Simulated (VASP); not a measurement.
A run of VASP 6.6.1:

File INCAR:

```
PREC     = Accurate       # precision mode
ENCUT    = 600            # plane-wave cutoff, eV
EDIFF    = 1E-7           # SCF threshold, eV
ISMEAR   = 0              # smearing method
SIGMA    = 0.03           # smearing width, eV
LREAL    = F              # projectors in reciprocal space
LASPH    = T              # aspherical terms in the spheres
NELM     = 80             # most SCF steps
ALGO     = Normal         # electronic algorithm
ISIF     = 4              # what is computed and relaxed
LWAVE    = F              # write WAVECAR
LCHARG   = F              # write CHGCAR
GGA      = PE             # functional
IBRION   = 2              # ionic algorithm
NSW      = 40             # ionic steps
EDIFFG   = -0.01          # ionic threshold
KPAR     = 2
```

File KPOINTS:

```
regular mesh
0
Gamma
  9 9 2
```

Contents of POSCAR:

```
MoSe2                                   
1.0
    3.2993486908      0.0000000000      0.0000000000
   -1.6496743454      2.8573197822     -0.0000000000
   -0.0000000000     -0.0000000000     14.7713965020
  Mo              Se            
     2     4
Direct
     0.3333333332999970    0.6666666667000030    0.2500000000000000
     0.6666666667000030    0.3333333332999970    0.7500000000000000
     0.3333333332999970    0.6666666667000030    0.6376573890169728
     0.6666666667000030    0.3333333332999970    0.1376573890169800
     0.3333333332999970    0.6666666667000030    0.8623426109830272
     0.6666666667000030    0.3333333332999970    0.3623426109830200
```

Potentials or basis: VASP PAW PBE potentials, release 64 (Mo_sv, Se).

The run is started by

```sh
$ cat potpaw_PBE.64/Mo_sv/POTCAR potpaw_PBE.64/Se/POTCAR > POTCAR
$ mpirun -np 2 vasp_std > vasp.out
```

Hardware: 2 MPI ranks on Intel(R) Xeon(R) 6975P-C (Granite Rapids), with other jobs on the host.

Problem. Estimate the wall time of this run.

Solution. It took 2.1 min on 2 MPI ranks on Intel(R) Xeon(R) 6975P-C (Granite Rapids) (shared host), peak memory 0.36 GiB a rank. Counts: scf iterations 51, k points 24, ion steps 5.
